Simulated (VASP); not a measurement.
# PtSe (F-43m) in VASP: further runs

The runs below take PtSe through single point, with PBE+U.

Program: VASP 6.6.1. These are calculated values, not measurements. Logs are shortened: lines on timing, memory, paths and dates and some standing lists are left out, and cuts for length are marked.

## Step 1: Starting point

It takes space group F-43m (No. 216, cubic). The conventional cell has a = 6.075 Å, b = 6.075 Å, c = 6.075 Å, α = 90.00°, β = 90.00°, γ = 90.00°. Around Pt (site symmetry -43m) lie 4 Se at 2.63 Å. Se (site symmetry -43m) has 4 Pt at 2.63 Å as nearest neighbours.

The cell comes from a database or a generator and needn't be the stable form of this composition.

## Step 2: Single point, PBE+U, collinear spin, ferromagnetic start

Input file INCAR:

```
SYSTEM = PtSe
  ALGO = Normal
  EDIFF = 1E-7
  ENCUT = 520
  GGA = PE
  ISIF = 2
  ISMEAR = 0
  ISPIN = 2
  LASPH = .True.
  LCHARG = .False.
  LDAU = .True.
  LDAUJ = 0 0
  LDAUL = 2 -1
  LDAUPRINT = 1
  LDAUTYPE = 2
  LDAUU = 2 0
  LMAXMIX = 4
  LORBIT = 11
  LREAL = .False.
  LWAVE = .False.
  MAGMOM = 0.5 0
  NBANDS = 19
  NELM = 100
  PREC = Accurate
  SIGMA = 0.05
```

Input file KPOINTS:

```
k-points
0
Gamma
  5 5 5
  0 0 0
```

Input file POSCAR:

```
PtSe
1.0
    0.0000000000      3.0374472300      3.0374472300
    3.0374472300      0.0000000000      3.0374472300
    3.0374472300      3.0374472300      0.0000000000
Pt Se
1 1
Direct
    0.0000000000      0.0000000000      0.0000000000
    0.2500000000      0.2500000000      0.2500000000
```

Potentials or basis: VASP PAW PBE potentials, release 64 (Pt, Se).

Launch:

```
> cat potpaw_PBE.64/Pt/POTCAR potpaw_PBE.64/Se/POTCAR > POTCAR
> mpirun -np 1 vasp_std > vasp.out
```

OUTCAR:

```text
SYSTEM = PtSe
   EDIFF = 1E-7
   ENCUT = 520
   GGA = PE
   ISIF = 2
   ISMEAR = 0
   ISPIN = 2
   LASPH = .True.
   LORBIT = 11
   LREAL = .False.
   NELM = 100
   PREC = Accurate

 ion  position               nearest neighbor table
   1  0.000  0.000  0.000-   2 2.63   2 2.63   2 2.63   2 2.63
   2  0.250  0.250  0.250-   1 2.63   1 2.63   1 2.63   1 2.63

  LATTYP: Found a face centered cubic cell.
 ALAT       =     6.0748944600

  Lattice vectors:

 A1 = (   0.0000000000,   3.0374472300,   3.0374472300)
 A2 = (   3.0374472300,   0.0000000000,   3.0374472300)
 A3 = (   3.0374472300,   3.0374472300,   0.0000000000)

Analysis of symmetry for initial positions (statically):
=====================================================================
 Subroutine PRICEL returns:
 Original cell was already a primitive cell.

 Routine SETGRP: Setting up the symmetry group for a
 face centered cubic supercell.

 Subroutine GETGRP returns: Found 24 space group operations
 (whereof 24 operations were pure point group operations)
 out of a pool of 48 trial point group operations.

The static configuration has the point symmetry T_d .

Analysis of symmetry for dynamics (positions and initial velocities):
=====================================================================
 Subroutine PRICEL returns:
 Original cell was already a primitive cell.

 Routine SETGRP: Setting up the symmetry group for a
 face centered cubic supercell.

 Subroutine GETGRP returns: Found 24 space group operations
 (whereof 24 operations were pure point group operations)
 out of a pool of 48 trial point group operations.

The dynamic configuration has the point symmetry T_d .

Analysis of structural, dynamic, and magnetic symmetry:
=====================================================================
 Subroutine PRICEL returns:
 Original cell was already a primitive cell.

 Routine SETGRP: Setting up the symmetry group for a
 face centered cubic supercell.

 Subroutine GETGRP returns: Found 24 space group operations
 (whereof 24 operations were pure point group operations)
 out of a pool of 48 trial point group operations.

The overall configuration has the point symmetry T_d .

 Subroutine INISYM returns: Found 24 space group operations
 (whereof 24 operations are pure point group operations),
 and found     1 'primitive' translations

----------------------------------------------------------------------------------------

                                     Primitive cell

  volume of cell :      56.0475

  direct lattice vectors                    reciprocal lattice vectors
     0.000000000  3.037447230  3.037447230    -0.164611913  0.164611913  0.164611913
     3.037447230  0.000000000  3.037447230     0.164611913 -0.164611913  0.164611913
     3.037447230  3.037447230  0.000000000     0.164611913  0.164611913 -0.164611913

  length of vectors
     4.295599068  4.295599068  4.295599068     0.285116197  0.285116197  0.285116197

  position of ions in fractional coordinates (direct lattice)
     0.000000000  0.000000000  0.000000000
     0.250000000  0.250000000  0.250000000

  ion indices of the primitive-cell ions
   primitive index   ion index
                 1           1
                 2           2

----------------------------------------------------------------------------------------

 KPOINTS: k-points

Automatic generation of k-mesh.
 Grid dimensions read from file:
 generate k-points for:    5    5    5

 Generating k-lattice:

  Cartesian coordinates                     Fractional coordinates (reciprocal lattice)
    -0.032922383  0.032922383  0.032922383     0.200000000  0.000000000  0.000000000
     0.032922383 -0.032922383  0.032922383     0.000000000  0.200000000  0.000000000
     0.032922383  0.032922383 -0.032922383     0.000000000  0.000000000  0.200000000

  Length of vectors
     0.057023239  0.057023239  0.057023239

  Shift w.r.t. Gamma in fractional coordinates (k-lattice)
     0.000000000  0.000000000  0.000000000

 Subroutine IBZKPT returns following result:
 ===========================================

 Found     10 irreducible k-points:

 Following reciprocal coordinates:
            Coordinates               Weight
  0.000000  0.000000  0.000000      1.000000
  0.200000  0.000000  0.000000      8.000000
  0.400000  0.000000  0.000000      8.000000
  0.200000  0.200000  0.000000      6.000000
[... 17 lines left out ...]
   ICHARG =      2    charge: 1-file 2-atom 10-const
   ISPIN  =      2    spin polarized calculation?
   LNONCOLLINEAR =      F non collinear calculations
   LSORBIT =      F    spin-orbit coupling
   LASPH  =      T    aspherical Exc in radial PAW
   ENCUT  =  520.0 eV  38.22 Ry    6.18 a.u.   7.99  7.99  7.99*2*pi/ulx,y,z
   NELM   =    100;   NELMIN=  2; NELMDL= -5     # of ELM steps
   EDIFF  = 0.1E-06   stopping-criterion for ELM
   LREAL  =      F    real-space projection
   EDIFFG = 0.1E-05   stopping-criterion for IOM
   NSW    =      0    number of steps for IOM
   IBRION =     -1    ionic relax: 0-MD 1-quasi-New 2-CG
   NFREE  =      0    steps in history (QN), initial steepest desc. (CG)
   ISIF   =      2    stress and relaxation
   ISYM   =      2    0-nonsym 1-usesym 2-fastsym
   POTIM  = 0.5000    time-step for ionic-motion
   TEBEG  =    0.0;   TEEND  =   0.0 temperature during run
   PSTRESS=    0.0 pullay stress
   NELECT =      16.0000    total number of electrons
   NUPDOWN=      -1.0000    fix difference up-down
   EMIN   =  10.00;   EMAX   =-10.00  energy-range for DOS
   EFERMI =   0.00;   METHOD = LEGACY
   ISMEAR =     0;   SIGMA  =   0.05  broadening in eV -4-tet -1-fermi 0-gaus
   EFERMI_NEDOS =   21; number of points for ismear=-14 and -15
   IALGO  =     38    algorithm
   IMIX   =      4    mixing-type and parameters
     AMIX     =   0.40;   BMIX     =  1.00
     AMIX_MAG =   1.60;   BMIX_MAG =  1.00
  volume/ion in A,a.u.               =      28.02       189.11
  Fermi-wavevector in a.u.,A,eV,Ry     =   1.077944  2.037018 15.809462  1.161963
  Thomas-Fermi vector in A             =   2.213869
   LORBIT       =     11    0 simple, 1 ext, 2 COOP (PROOUT), +10 PAW based schemes
 LDA+U is selected, type is set to LDAUTYPE =  2
   angular momentum for each species LDAUL =     2   -1
   U (eV)           for each species LDAUU =   2.0  0.0
   J (eV)           for each species LDAUJ =   0.0  0.0
   GGA     = PE    functional components
   LHFCALC =     F    Hartree Fock is set to
   AEXX    =    0.0000 exact exchange contribution
   IVDW    =     0    specifies the selected vdW correction
   LEPSILON=     F    determine dielectric tensor
   LRPA    =     F    only Hartree local field effects (RPA)
 spin polarized calculation
 Gauss-broadening in eV      SIGMA  =   0.05
  energy-cutoff  :      520.00
  volume of cell :       56.05
 maximum number of plane-waves:      1524
   NGX = 15   NGY = 15   NGZ = 15

 number of electron      16.0000002 magnetization       0.5189468

 Free energy of the ion-electron system (eV)
  ---------------------------------------------------
  ext. energy  EPLUGINS =         0.00000000
  ---------------------------------------------------
  free energy    TOTEN  =        -7.71220616 eV

  energy without entropy =       -7.70502102  energy(sigma->0) =       -7.70861359

atom =   1  type =  1  l = 2

 onsite density matrix

spin component  1

  0.7928 -0.0000  0.0000 -0.0000  0.0000
 -0.0000  0.7928 -0.0000 -0.0000 -0.0000
  0.0000 -0.0000  0.8811  0.0000  0.0000
 -0.0000 -0.0000  0.0000  0.7928 -0.0000
  0.0000 -0.0000  0.0000 -0.0000  0.8811

spin component  2

  0.7938 -0.0000  0.0000 -0.0000  0.0000
 -0.0000  0.7938 -0.0000 -0.0000 -0.0000
  0.0000 -0.0000  0.8814  0.0000  0.0000
 -0.0000 -0.0000  0.0000  0.7938 -0.0000
  0.0000 -0.0000  0.0000 -0.0000  0.8814

 occupancies and eigenvectors

  o =  0.7928  v =  1.0000  0.0000  0.0000  0.0000  0.0000  0.0000  0.0000  0.0000  0.0000  0.0000      0.0000  0.0000  0.0000  0.0000  0.0000  0.0000  0.0000  0.0000  0.0000  0.0000
  o =  0.7928  v =  0.0000 -0.9981  0.0000  0.0611 -0.0000  0.0000  0.0000  0.0000  0.0000  0.0000      0.0000  0.0000  0.0000  0.0000  0.0000  0.0000  0.0000  0.0000  0.0000  0.0000
  o =  0.7928  v =  0.0000  0.0611 -0.0000  0.9981 -0.0000  0.0000  0.0000  0.0000  0.0000  0.0000      0.0000  0.0000  0.0000  0.0000  0.0000  0.0000  0.0000  0.0000  0.0000  0.0000
  o =  0.7938  v =  0.0000  0.0000  0.0000  0.0000  0.0000  0.0000 -0.1896 -0.0000 -0.9819 -0.0000      0.0000  0.0000  0.0000  0.0000  0.0000  0.0000  0.0000  0.0000  0.0000  0.0000
  o =  0.7938  v =  0.0000  0.0000  0.0000  0.0000  0.0000  1.0000  0.0000  0.0000  0.0000  0.0000      0.0000  0.0000  0.0000  0.0000  0.0000  0.0000  0.0000  0.0000  0.0000  0.0000
  o =  0.7938  v =  0.0000  0.0000  0.0000  0.0000  0.0000  0.0000  0.9819  0.0000 -0.1896  0.0000      0.0000  0.0000  0.0000  0.0000  0.0000  0.0000  0.0000  0.0000  0.0000  0.0000
  o =  0.8811  v =  0.0000  0.0000 -0.3038 -0.0000 -0.9527  0.0000  0.0000  0.0000  0.0000  0.0000      0.0000  0.0000  0.0000  0.0000  0.0000  0.0000  0.0000  0.0000  0.0000  0.0000
  o =  0.8811  v =  0.0000 -0.0000 -0.9527 -0.0000  0.3038  0.0000  0.0000  0.0000  0.0000  0.0000      0.0000  0.0000  0.0000  0.0000  0.0000  0.0000  0.0000  0.0000  0.0000  0.0000
  o =  0.8814  v =  0.0000  0.0000  0.0000  0.0000  0.0000  0.0000 -0.0000  0.9964 -0.0000 -0.0847      0.0000  0.0000  0.0000  0.0000  0.0000  0.0000  0.0000  0.0000  0.0000  0.0000
  o =  0.8814  v =  0.0000  0.0000  0.0000  0.0000  0.0000  0.0000  0.0000 -0.0847  0.0000 -0.9964      0.0000  0.0000  0.0000  0.0000  0.0000  0.0000  0.0000  0.0000  0.0000  0.0000

 number of electron      16.0000002 magnetization      -0.0064566

 Free energy of the ion-electron system (eV)
  ---------------------------------------------------
  ext. energy  EPLUGINS =         0.00000000
  ---------------------------------------------------
  free energy    TOTEN  =        -7.63292909 eV

  energy without entropy =       -7.62809755  energy(sigma->0) =       -7.63051332

 E-fermi :   2.8631     XC(G=0):  -9.1094

 val. band max:        2.7630439942   @ k =   0.2000   0.2000   0.0000
 cond. band min:       2.8878140323   @ k =   0.4000   0.2000   0.0000
 fundamental gap:      0.1247700382
 Fermi energy:         2.8630909440

 spin component 1

 k-point     1 :       0.0000    0.0000    0.0000
  band No.  band energies     occupation
      1     -10.6889      1.00000
      2      -1.5446      1.00000
      3      -1.5446      1.00000
      4      -1.5446      1.00000
      5       0.4459      1.00000
      6       0.4459      1.00000
[... 196 lines left out ...]
      5       0.4560      1.00000
      6       0.5274      1.00000
[... 11 lines left out ...]
     18      18.1294      0.00000
     19      19.2838      0.00000
 Fermi energy:         2.8630909440

 spin component 2

 k-point     1 :       0.0000    0.0000    0.0000
  band No.  band energies     occupation
      1     -10.6906      1.00000
      2      -1.5478      1.00000
      3      -1.5478      1.00000
      4      -1.5478      1.00000
      5       0.4434      1.00000
      6       0.4434      1.00000
[... 197 lines left out ...]
      6       0.5245      1.00000
[... 11 lines left out ...]
     18      18.1280      0.00000
     19      19.2824      0.00000

------------------------ aborting loop because EDIFF is reached ----------------------------------------

  FORCE on cell =-STRESS in cart. coord.  units (eV):
  Direction    XX          YY          ZZ          XY          YZ          ZX
  --------------------------------------------------------------------------------------
  -------------------------------------------------------------------------------------
  Total       -3.9583421     -3.9583421     -3.9583421     -0.0000000      0.0000000     -0.0000000
  in kB     -113.1534197   -113.1534197   -113.1534197     -0.0000000      0.0000000     -0.0000000
  external PRESSURE =    -113.1534197 kB  Pullay stress =       0.0000000 kB

 VOLUME and BASIS-vectors are now :
 -----------------------------------------------------------------------------
  energy-cutoff  :      520.00
  volume of cell :       56.05
      direct lattice vectors                 reciprocal lattice vectors
     0.000000000  3.037447230  3.037447230    -0.164611913  0.164611913  0.164611913
     3.037447230  0.000000000  3.037447230     0.164611913 -0.164611913  0.164611913
     3.037447230  3.037447230  0.000000000     0.164611913  0.164611913 -0.164611913

 POSITION                                       TOTAL-FORCE (eV/Angst)
 -----------------------------------------------------------------------------------
      0.00000      0.00000      0.00000         0.000000      0.000000     -0.000000
      1.51872      1.51872      1.51872        -0.000000     -0.000000      0.000000
 -----------------------------------------------------------------------------------
    total drift:                               -0.000000     -0.000000     -0.000000

  FREE ENERGIE OF THE ION-ELECTRON SYSTEM (eV)
  ---------------------------------------------------
  free  energy   TOTEN  =        -7.6329290932 eV

  energy  without entropy=       -7.6280975506  energy(sigma->0) =       -7.63051332

 total charge

# of ion       s       p       d       tot
------------------------------------------
    1        0.554   0.306   8.238   9.097
    2        1.483   2.093   0.062   3.638
--------------------------------------------------
tot          2.037   2.399   8.300  12.736

 magnetization (x)

# of ion       s       p       d       tot
------------------------------------------
    1       -0.000  -0.000  -0.003  -0.004
    2       -0.000  -0.001  -0.000  -0.001
--------------------------------------------------
tot         -0.000  -0.001  -0.003  -0.005
```

It took 20 s on 1 thread of Intel Xeon 6975P-C (Granite Rapids), shared host; peak memory 0.2 GiB.

Results:

* Free energy: -7.6329 eV
* Pressure: -11.3 GPa
* Band gap on the k mesh: none (metal or under the smearing width)
* Net moment: -0.01 μB per cell
* Valence electrons inside the program's atomic spheres: Pt 9.10; Se 3.64

Eigenvalues of the final occupation matrices:
| site | spin | trace | eigenvalues |
| --- | --- | --- | --- |
| site 1 d | 1 | 4.14 | 0.79 0.79 0.79 0.88 0.88 |
| site 1 d | 2 | 4.14 | 0.79 0.79 0.79 0.88 0.88 |

Spin-orbit coupling is left out, which matters for the levels of Pt. The state reached can hang on the start; a lower one may exist.

[end of part 1 of 2]
